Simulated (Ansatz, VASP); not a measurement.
LiCl: VASP beside Ansatz

The input POSCAR:

```
LiCl
1.0
    0.0000000000      2.5560252063      2.5560252063
    2.5560252063      0.0000000000      2.5560252063
    2.5560252063      2.5560252063      0.0000000000
Li Cl
1 1
Direct
    0.0000000000      0.0000000000      0.0000000000
    0.5000000000      0.5000000000      0.5000000000
```

The input INCAR.step1:

```
PREC = Accurate
ENCUT = 520
ISMEAR = 0
SIGMA = 0.01
LREAL = False
LASPH = True
NELM = 80
NBANDS = 12
GGA = PE
ALGO = Normal
EDIFF = 1E-4
LWAVE = True
LCHARG = False
```

INCAR.step2

```
PREC = Accurate
ENCUT = 520
EDIFF = 1E-7
ISMEAR = 0
SIGMA = 0.01
LREAL = False
LASPH = True
NELM = 80
ALGO = Normal
ISIF = 2
LWAVE = False
LCHARG = False
METAGGA = R2SCAN
LMIXTAU = True
NBANDS = 12
ISTART = 1
```

KPOINTS

```
regular mesh
0
Gamma
  6 6 6
```

Input for Ansatz:

```yaml
crystal:
  lattice:
    - [0.0, 2.5560252063, 2.5560252063]
    - [2.5560252063, 0.0, 2.5560252063]
    - [2.5560252063, 2.5560252063, 0.0]
  atoms:
    - { symbol: Li, position: [0.0, 0.0, 0.0] }
    - { symbol: Cl, position: [0.5, 0.5, 0.5] }
kpoints:
  mp_grid: { grid: [6, 6, 6] }
hamiltonian:
  xc: r2scan
scf:
  occupations: { method: fixed }
output:
  optics:
    e_range: [0, 23]
    de: 0.05
    sigma: 0.1
    bands: { spectra_wanted_up_to: 23 }
```

Alike in both runs: task single point; functional r2SCAN; k mesh 6 × 6 × 6; no spin polarisation.

|  | VASP | Ansatz |
| --- | --- | --- |
| version | VASP 6.6.1 | Ansatz 0.2.0 |
| potentials or method | VASP PAW PBE potentials, release 64 (Li_sv, Cl) | plane waves, PAW |
| plane-wave cutoff (eV) | 520 | 500 |
| occupations | gaussian, width 0.01 eV | fixed |
| valence electrons in the cell | 10 | 10 |

```csv
,VASP,Ansatz,Ansatz less VASP
gap on the k mesh at the Fermi level (eV),7.36,7.29,-0.069
```

Caveats: the PAW data sets were made with another functional, which shifts forces and pressure a little (VASP). r2SCAN opens gaps a little over a GGA but as a rule still falls short of measured ones. A k mesh can miss the band edges.
